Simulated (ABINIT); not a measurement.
Au:

```
CELL_PARAMETERS angstrom
-1.65727 1.65727 1.65727
1.65727 -1.65727 1.65727
1.65727 1.65727 -1.65727
ATOMIC_POSITIONS crystal
Au 0.00000 0.00000 0.00000
```

This isn't the form of Au at room conditions, which is fcc.

* Program: ABINIT 10.8.3 (patched build)
* Task: single point
* Functional: PBE
* Potentials or basis: JTH PAW PBE v2.0
* Cutoff: 544 eV
* k mesh: 11 × 11 × 11
* Occupations: fermi-dirac, width 0.05 eV
* Spin: no spin polarisation

On this cell: pressure -0.8 GPa; band gap on the k mesh none (metal or under the smearing width).

The same run follows on a disturbed copy (cell strained at random at fixed volume):

```
Au
1.0
    -1.66724    1.61085    1.66470
     1.60373   -1.63568    1.62603
     1.73643    1.70488   -1.68953
Au
1
Direct
  0.99012 0.98291 0.97870
```

Question: What does the disturbed cell give?

Answer: The energy (extrapolated to zero smearing) moves by +6.8 meV/atom; pressure -0.4 GPa; band gap on the k mesh none (metal or under the smearing width).

Stress tensor (GPa, compression positive):
```
 0.26 -2.16  2.00
-2.16 -0.39  0.28
 2.00  0.28 -1.13
```
